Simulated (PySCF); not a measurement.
Start geometry of `CCCCO` (1-butanol) from GFN2-xTB (Å):
```
atom  x, y, z in Å
C1     2.0743    0.0124   -0.1646
C2     0.6416    0.4466   -0.4484
C3    -0.3597   -0.6511   -0.0895
C4    -1.8028   -0.2742   -0.4334
O5    -2.3272    0.7428    0.3861
H6     2.1960   -0.2332    0.8880
H7     2.3298   -0.8660   -0.7528
H8     2.7724    0.8081   -0.4137
H9     0.4268    1.3493    0.1301
H10    0.5405    0.6953   -1.5082
H11   -0.1062   -1.5623   -0.6344
H12   -0.2991   -0.8662    0.9793
H13   -2.4588   -1.1337   -0.2758
H14   -1.8645    0.0176   -1.4930
H15   -1.7675    1.5226    0.3029
```

Problem. What comes out of this run: PBE0-D3(BJ)/def2-TZVP geometry optimisation, gas phase in PySCF?

Solution. 
```
atom  x, y, z in Å
C1     2.026    0.402   -0.482
C2     0.514    0.530   -0.533
C3    -0.205   -0.706   -0.015
C4    -1.716   -0.613   -0.101
O5    -2.263    0.415    0.701
H6     2.370    0.220    0.540
H7     2.371   -0.433   -1.099
H8     2.518    1.308   -0.843
H9     0.211    1.403    0.056
H10    0.196    0.724   -1.565
H11    0.119   -1.582   -0.591
H12    0.082   -0.890    1.027
H13   -2.169   -1.539    0.259
H14   -2.020   -0.490   -1.151
H15   -2.017    1.260    0.319
```

The energy falls by 0.41 kcal/mol over 5 energy and gradient evaluations, the largest force component goes from 0.0106 to 3.0e-04 Eh/bohr, and the atoms move by 0.079 Å rms after alignment. The bond that changes most is C3–C4 (chain CH2 carbon to carbinol carbon (C–OH)), which shortens by 0.014 Å. Bonds longer at the end by more than 0.005 Å: 4 of 14; shorter: 3. Among the dihedrals that turn most is H13–C4–O5–H15, from 178° to -170°. Rotational constants go from 12945, 2326, 2162 to 12667, 2365, 2175 MHz. The orientation of the end geometry is arbitrary; only internal coordinates are fixed.

The run used 215 basis functions and 37 SCF cycles in all.

Not checked by PBE0-D3(BJ)/def2-TZVP frequencies. The numbers are those of one conformer.
